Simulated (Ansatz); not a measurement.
## Ta: relaxation of cell and atoms with PBEsol

The system is Ta.

```xyz
1
Lattice="-1.6513 1.6513 1.6513 1.6513 -1.6513 1.6513 1.6513 1.6513 -1.6513" Properties=species:S:1:pos:R:3 pbc="T T T"
Ta    0.0000    0.0000    0.0000
```

```json
{
  "Program": "Ansatz 0.2.0",
  "Task": "relaxation of cell and atoms",
  "Functional": "PBEsol",
  "Potentials or basis": "Ansatz PAW",
  "Cutoff": "420 eV (not typed: the program's choice for these potentials)",
  "k mesh": "11 × 11 × 11",
  "Occupations": "fermi-dirac, width 0.05 eV",
  "Spin": "no spin polarisation",
  "Target pressure": "5 GPa",
  "Target pressure (GPa)": "5"
}
```

The relaxed volume is 17.24 Å³/atom, the relaxed cell is a = 2.819 Å, b = 2.819 Å, c = 2.819 Å, α = 109.47°, β = 109.47°, γ = 109.47° and the space group after relaxing (to 0.05 Å) is Im-3m (No. 229). The energy change on relaxing (the enthalpy is what falls) is +0.7 meV/atom. The ionic steps are 5 and the pressure after relaxing is 5.0 GPa. The band gap on the k mesh is none (metal or under the smearing width).

Step by step:
```
step  energy change (eV)  largest force (eV/Å)  volume (Å³)
   1              0.0000                0.0000        18.01
   2             -0.0026                0.0000        17.36
   3              0.0007                0.0000        17.23
   4              0.0005                0.0000        17.24
   5              0.0007                0.0000        17.24
```

Final structure:
```
Ta
1.0
    -1.62746    1.62746    1.62746
     1.62746   -1.62746    1.62746
     1.62746    1.62746   -1.62746
Ta
1
Direct
  0.00000 0.00000 0.00000
```

Levels at points of the mesh, in eV from the Fermi level:
```
           k point  band 4  band 5  band 6  band 7  band 8  band 9
(0.00, 0.00, 0.00)  -32.81   -8.07    0.72    0.72    0.72    4.15
```

Run time: 2.3 s on 2 threads of Arm Neoverse V2, on a shared host, peak memory 0.27 GiB.

Caveat: the plane-wave basis is chosen anew once the cell has moved, so the energies of steps on either side of that aren't comparable; the PAW data sets come from PBE, with cores solved anew for the run's functional, which leaves a small shift of forces and pressure. The run has no spin-orbit coupling, so splittings on Ta are missing.
